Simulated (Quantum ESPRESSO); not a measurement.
BAs in Quantum ESPRESSO: the effect of target pressure

The system is BAs.

```
CELL_PARAMETERS angstrom
0.00000 2.38850 2.38850
2.38850 0.00000 2.38850
2.38850 2.38850 0.00000
ATOMIC_POSITIONS crystal
As 0.75000 0.75000 0.75000
B 0.00000 0.00000 0.00000
```

Alike in all runs:

```yaml
Program: Quantum ESPRESSO 7.5
Task: phonons
Functional: PBE
Potentials_or_basis: GBRV 1.5 PBE
Cutoff: 612 eV
Density_cutoff: 4898 eV
k_mesh: 8 × 8 × 8, shifted
Occupations: fermi-dirac, width 0.05 eV
Spin: no spin polarisation
```

Each run relaxes the cell or the atoms first.

```csv
target pressure,relaxed volume (Å³/atom),dielectric constant (mean),highest phonon frequency (cm⁻¹)
0 GPa,13.99,9.86,680
5 GPa,13.51,9.71,704
10 GPa,13.10,9.60,727
20 GPa,12.42,9.43,766
40 GPa,?,?,?
```

What does the run with target pressure 40 GPa give?

Relaxed volume 11.44 Å³/atom; dielectric constant 9.24 mean; highest phonon frequency 831 cm⁻¹.

Worked out: In Murnaghan's law V^(-B') rises as a straight line in P. The other rows fit best with B' = 3.6, V0 = 13.99 Å³/atom and B0 = 135 GPa, which gives 11.43 Å³/atom at 40 GPa, against the run's 11.44. A parabola through the other rows of the dielectric constant, of slope 0.00754  per GPa there, extrapolates to 9.39 , against the run's 9.24. A parabola through the other rows of the highest phonon frequency, of slope 2.02 cm⁻¹ per GPa there, extrapolates to 822 cm⁻¹, against the run's 831.

Caveats: the cell is more than 3 GPa from zero pressure, which shifts response properties (some runs); the volume moved by over 15 % at a fixed basis, so the end points are rough (some runs).
